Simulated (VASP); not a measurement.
Something may be wrong with this VASP 6.6.1 calculation of KF.

File run.py:

```python
from ase.calculators.vasp import Vasp
from ase.filters import FrechetCellFilter
from ase.io import read
from ase.optimize import BFGS

atoms = read('KF.cif', primitive_cell=True, subtrans_included=False)
calc = Vasp(
    directory='calc',
    xc='lda',
    pp='LDA',
    setups={'base': 'minimal', 'K': '_sv', 'F': '_s'},
    prec='Low',
    encut=220,
    ediff=1e-06,
    ismear=0,
    sigma=0.05,
    lreal=False,
    lasph=True,
    nelm=52,
    algo='Normal',
    isif=2,
    lwave=False,
    lcharg=False,
    kpts=[8, 8, 8],
    gamma=True,
)
atoms.calc = calc
opt = BFGS(FrechetCellFilter(atoms), trajectory='relax.traj')
converged = opt.run(fmax=0.01, steps=30)
print('converged:', converged)

print('energy (eV):', atoms.get_potential_energy())
print('free energy (eV):', atoms.get_potential_energy(force_consistent=True))
print('forces (eV/A):')
print(atoms.get_forces())
print('stress (eV/A^3, Voigt):', atoms.get_stress())
print('Fermi level (eV):', calc.get_fermi_level())
print('cell (A, degrees):', atoms.cell.cellpar())
print('volume (A^3):', atoms.get_volume())
print('scaled positions:')
print(atoms.get_scaled_positions())
```

Contents of KF.cif:

```cif
data_KF
_cell_length_a 3.25895500
_cell_length_b 3.25895500
_cell_length_c 3.25895500
_cell_angle_alpha 90.00000000
_cell_angle_beta 90.00000000
_cell_angle_gamma 90.00000000
_space_group_name_H-M_alt 'Pm-3m'
_space_group_name_Hall '-P 4 2 3'
_space_group_IT_number 221
loop_
_space_group_symop_operation_xyz
'x,y,z'
'-x,-y,-z'
'-y,x,z'
'y,-x,-z'
'-x,-y,z'
'x,y,-z'
'y,-x,z'
'-y,x,-z'
'x,-y,-z'
'-x,y,z'
'-y,-x,-z'
'y,x,z'
'-x,y,-z'
'x,-y,z'
'y,x,-z'
'-y,-x,z'
'z,x,y'
'-z,-x,-y'
'z,-y,x'
'-z,y,-x'
'z,-x,-y'
'-z,x,y'
'z,y,-x'
'-z,-y,x'
'-z,x,-y'
'z,-x,y'
'-z,-y,-x'
'z,y,x'
'-z,-x,y'
'z,x,-y'
'-z,y,x'
'z,-y,-x'
'y,z,x'
'-y,-z,-x'
'x,z,-y'
'-x,-z,y'
'-y,z,-x'
'y,-z,x'
'-x,z,y'
'x,-z,-y'
'-y,-z,x'
'y,z,-x'
'-x,-z,-y'
'x,z,y'
'y,-z,-x'
'-y,z,x'
'x,-z,y'
'-x,z,-y'
loop_
_atom_site_label
_atom_site_type_symbol
_atom_site_symmetry_multiplicity
_atom_site_Wyckoff_symbol
_atom_site_fract_x
_atom_site_fract_y
_atom_site_fract_z
_atom_site_occupancy
K1 K 1 a 0.0000000000 0.0000000000 0.0000000000 1
F1 F 1 b 0.5000000000 0.5000000000 0.5000000000 1
```

Potentials or basis: VASP PAW LDA potentials, release 64 (K_sv, F_s).

The run is started by

```sh
$ python run.py
```

Output:

```text
Step     Time          Energy          fmax
BFGS:    0 --:--:--       -8.782131        3.554162
BFGS:    1 --:--:--       -8.847803        3.360554
BFGS:    2 --:--:--       -8.580436        1.508430
BFGS:    3 --:--:--       -7.213838        1.566699
BFGS:    4 --:--:--       -8.105088        0.244153
BFGS:    5 --:--:--       -8.007668        0.037417
BFGS:    6 --:--:--       -7.964280        0.053511
BFGS:    7 --:--:--       -7.915312        0.106670
BFGS:    8 --:--:--       -7.962418        0.030954
BFGS:    9 --:--:--       -7.964338        0.037158
BFGS:   10 --:--:--       -7.962453        0.001777
converged: True
energy (eV): -7.96245294
free energy (eV): -7.96245294
forces (eV/A):
[[ 0. -0.  0.]
 [-0.  0.  0.]]
stress (eV/A^3, Voigt): [ 0.0001724  0.0001724  0.0001724 -0.         0.         0.       ]
Fermi level (eV): 0.60196064
cell (A, degrees): [ 2.74218382  2.74218382  2.74218382 90.         90.         90.        ]
volume (A^3): 20.62004906034584
scaled positions:
[[0.  0.  0. ]
 [0.5 0.5 0.5]]
```

OUTCAR:

```text
ENCUT = 220.000000
[... 594 lines left out ...]
  free  energy   TOTEN  =        -7.9624529371 eV

  energy  without entropy=       -7.9624529371  energy(sigma->0) =       -7.96245294
```

Problem. How did it end, and where is the flaw?

Solution. The calculation finished and met its thresholds. The input holds a flaw that was put in on purpose: cell relaxed at a low cutoff (ENCUT = 220; PREC = Low). The program doesn't stop on it, so the numbers can't be trusted though the run ends normally.
